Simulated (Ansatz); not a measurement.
# HfO₂: two normal modes frozen in

A grid of calculations on HfO2 (P4_2/mnm, No. 136; 6 atoms in the cell), to see where the energy is lowest and how it rises around there.

Computed with Ansatz 0.2.0 (DFT PBEsol, scalar-relativistic, plane waves, PAW, unless a step's input says otherwise).

3 further runs of the same task are left out: 3 set aside as unsound or not needed. Runs told in other sessions of the task aren't counted.

## Step 1: The starting structure

It takes space group P4_2/mnm (No. 136, tetragonal). The conventional cell has a = 4.831 Å, b = 4.831 Å, c = 3.210 Å, α = 90.00°, β = 90.00°, γ = 90.00°. Hf (site symmetry mmm) has 6 O at 2.08 to 2.09 Å in its first shell of neighbours. O (site symmetry m2m) is surrounded by 3 Hf at 2.08 to 2.09 Å.

Coordinates:

```xyz
6
Lattice="4.8308 0.0000 0.0000 0.0000 4.8308 0.0000 0.0000 0.0000 3.2102" Properties=species:S:1:pos:R:3 pbc="T T T"
Hf    0.0000    0.0000    0.0000
Hf    2.4154    2.4154    1.6051
O     0.9419    3.8889    1.6051
O     1.4735    1.4735    0.0000
O     3.3573    3.3573    0.0000
O     3.8889    0.9419    1.6051
```

It goes back to an entry of the Materials Project, which need not be the stable form.

This cell was relaxed beforehand with the same method: volume 12.49 Å³/atom, gap on the mesh 3.89 eV.

## Step 3: The grid

The energy is mapped over two normal modes frozen in (zone-centre modes of the cell shown).

The axes are (1) amplitude of mode 4 (92 cm⁻¹), largest displacement: 9 values from −0.199 Å; (2) amplitude of mode 5 (120 cm⁻¹), largest displacement: 9 values from −0.515 Å.

Nothing else is relaxed (the cell and all other modes fixed). Energies count from the relaxed high-symmetry cell. Points are written as (first, second).

The patterns, per unit of each coordinate (Å):

```csv
atom,x1,y1,z1,x2,y2,z2
Hf1,0.000,0.000,1.000,0.000,0.000,0.000
Hf2,0.000,0.000,-1.000,0.000,0.000,0.000
O3,0.000,0.000,0.378,0.707,0.707,0.000
O4,0.000,0.000,-0.378,-0.707,0.707,0.000
O5,0.000,0.000,-0.378,0.707,-0.707,0.000
O6,0.000,0.000,0.378,-0.707,-0.707,0.000
```

(The set-up runs are not shown.)

## Step 4: The run at (−0.199 Å, 0.000 Å)

input.yaml

```yaml
crystal:
  lattice:
    - [4.8307835077, 0.0, 0.0]
    - [0.0, 4.8307835077, 0.0]
    - [0.0, 0.0, 3.2101828971]
  atoms:
    - { symbol: Hf, position: [0.0, 0.0, -0.0619902374] }
    - { symbol: Hf, position: [0.5, 0.5, 0.5619902374] }
    - { symbol: O, position: [0.1949828631, 0.8050171369, 0.4765930888] }
    - { symbol: O, position: [0.3050171369, 0.3050171369, 0.0234069112] }
    - { symbol: O, position: [0.6949828631, 0.6949828631, 0.0234069112] }
    - { symbol: O, position: [0.8050171369, 0.1949828631, 0.4765930888] }
basis:
  ecutwfc: 520.0
kpoints:
  mp_grid: { grid: [6, 6, 8] }
hamiltonian:
  xc: pbesol
  pseudopotentials: { kind: paw, azcp: { folder: soft_1 } }
scf:
  occupations: { method: gaussian, width: 0.05 }
output:
  forces: true
  stress: true
  eigenvalues: true
```

The run is started by

```
$ ansatz run input.yaml --threads 2 --pin off --max-ram 4096MiB --backend cpu --events-out ev --progress --plain --runs-dir out
```

The session goes on with these runs: the other points that were computed.

What does the calculation give? Wanted: lowest point; highest computed point; modes; largest force on an atom; band gap on the k-mesh.

**Answer**, as computed:

| quantity | value |
| --- | --- |
| lowest point | (0.000 Å, 0.000 Å), 0.00 eV |
| highest computed point | (−0.199 Å, −0.515 Å), 1.30 eV above the lowest |
| modes | 18 from 0 to 787 cm⁻¹ |
| largest force on an atom (eV/Å) | 0.00 at (0.000 Å, 0.000 Å) to 1.87 at (0.000 Å, −0.515 Å); 0.00 at the lowest point |
| band gap on the k-mesh (eV) | 3.25 at (0.000 Å, −0.515 Å) to 4.16 at (−0.199 Å, −0.258 Å); 3.89 at the lowest point |
| time for all points | 13 min on 2 threads, shared host |

**Reading.** The cell is stable against its own zone-centre modes, which says nothing of other wave vectors. The lowest computed point is at (0.000 Å, 0.000 Å), which is the relaxed high-symmetry cell itself. The grid shows no well of another kind. The highest computed point, (−0.199 Å, −0.515 Å), lies 1.30 eV above the lowest. Round the minimum the two coordinates are nearly uncoupled. These runs have no spin-orbit coupling; with Hf it would split and shift bands.

The gaps are Kohn-Sham values of a semilocal functional, not quasiparticle or optical gaps. Such gaps usually fall short of the measured ones.
